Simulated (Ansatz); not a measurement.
## fcc against bcc along the lanthanides

Theory: DFT, LDA (PW92), plane waves (420 eV) with PAW, scalar-relativistic in Ansatz. The PAW files were generated under PBE, with cores re-solved for the functional.

Each structure is relaxed within its symmetry, in the lowest magnetic state of the tried starts. Differences under about 8 meV lie within the error of the k-point mesh.

Semilocal functionals delocalise ytterbium's f shell and shrink the cell.

```csv
element,E(fcc) − E(bcc) (meV/atom),V(fcc) (Å³/atom),V(bcc) (Å³/atom),state of fcc,state of bcc
La,-150,31.98,33.16,spin not included,spin not included
Yb,21,29.62,29.27,non-magnetic,spin not included
Lu,?,?,?,?,?
```

Fill in the row of Lu.

E(fcc) − E(bcc) (meV/atom): -141; V(fcc) (Å³/atom): 25.62; V(bcc) (Å³/atom): 26.24; state of fcc: spin not included; state of bcc: spin not included.
